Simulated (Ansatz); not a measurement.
The same group exchange along the group Mg, Zn, Cd.

Program: Ansatz. Geometries: PBE0-D4/def2-TZVP. ΔE: electronic, gas phase. CBS: MP2 limit from def2 TZ/QZ plus the TZ coupled-cluster correction, frozen cores. This one scheme is used for every species. Functionals use def2-TZVPP. B3LYP here is the variant with VWN-RPA as its local correlation; programs differ in this. Elements past krypton have def2 core potentials. For Cd, Mg, Zn outer-core shells are correlated without core-valence functions, which leaves a few kJ/mol of doubt a bond. Scalar relativity is left out up to krypton. One conformer a species, not always the lowest.

| reaction | CCSD(T)/CBS(def2) (kJ/mol) |
| --- | --- |
| `C[CH2][Mg][Cl]` + `CC` → `C[CH2][Mg][CH2]C` + HCl | 243 |
| `C[CH2][Zn][Cl]` + `CC` → `C[CH2][Zn][CH2]C` + HCl | ? |
| `C[CH2][Cd][Cl]` + `CC` → `C[CH2][Cd][CH2]C` + HCl | 178 |

**Question.** Fill in the missing values. (An estimate is asked.)

**Answer.** Ansatz gave: `C[CH2][Zn][Cl]` + `CC` → `C[CH2][Zn][CH2]C` + HCl: +184.4 kJ/mol.

Largest T1 diagnostic: 0.013, for `C[CH2][Zn][Cl]`.
